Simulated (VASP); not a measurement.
Set up this calculation in VASP 6.6.1, as the native input.

```yaml
Task: single point
Functional: PBEsol
Potentials_or_basis: VASP PAW PBE potentials, release 64 (Hf_pv, O)
Cutoff: 520 eV
k_mesh: 10 × 10 × 8
Occupations: gaussian, width 0.02 eV
Spin: no spin polarisation
Further_INCAR_settings: ALGO = Normal; EDIFF = 1e-07; NBANDS = 31
```

The structure of HfO2 lies in POSCAR:

```
HfO2
1.0
    3.5509100000      0.0000000000      0.0000000000
    0.0000000000      3.5509100000      0.0000000000
    0.0000000000      0.0000000000      5.1293700000
Hf O
2 4
Direct
    0.5000000000      0.5000000000      0.5000000000
    0.0000000000      0.0000000000      0.0000000000
    0.0000000000      0.5000000000      0.7024500000
    0.5000000000      1.0000000000      0.7975500000
    0.5000000000      0.0000000000      0.2975500000
    0.0000000000      0.5000000000      0.2024500000
```

Measurements of this composition are mostly on another form, of space group No. 14.

One way to write it, as run:

INCAR

```
SYSTEM = HfO2
PREC = Accurate
ENCUT = 520
EDIFF = 1E-7
ISMEAR = 0
SIGMA = 0.02
LREAL = .False.
LASPH = .True.
NELM = 80
ALGO = Normal
ISIF = 2
LWAVE = .False.
LCHARG = .False.
GGA = PS
NBANDS = 31
```

KPOINTS

```
Automatic mesh
0
Gamma
  10 10 8
  0 0 0
```

Potentials or basis: VASP PAW PBE potentials, release 64 (Hf_pv, O).

Launch:

```bash
$ cat potpaw_PBE.64/Hf_pv/POTCAR potpaw_PBE.64/O/POTCAR > POTCAR
$ mpirun -np 1 vasp_std > vasp.out
```

Results of the run:

| Quantity | Value |
| --- | --- |
| Pressure | 0.3 GPa |
| Band gap on the k mesh | 4.59 eV, indirect (least direct gap 4.68 eV) |

Caveat: the PAW data sets were made with another functional, which shifts forces and pressure a little; spin-orbit coupling is left out, which moves the levels of the heavy elements.

Run time: 2.3 min on 1 thread of Intel(R) Xeon(R) Platinum 8488C (Sapphire Rapids), with other jobs on the host, peak memory 0.29 GiB.
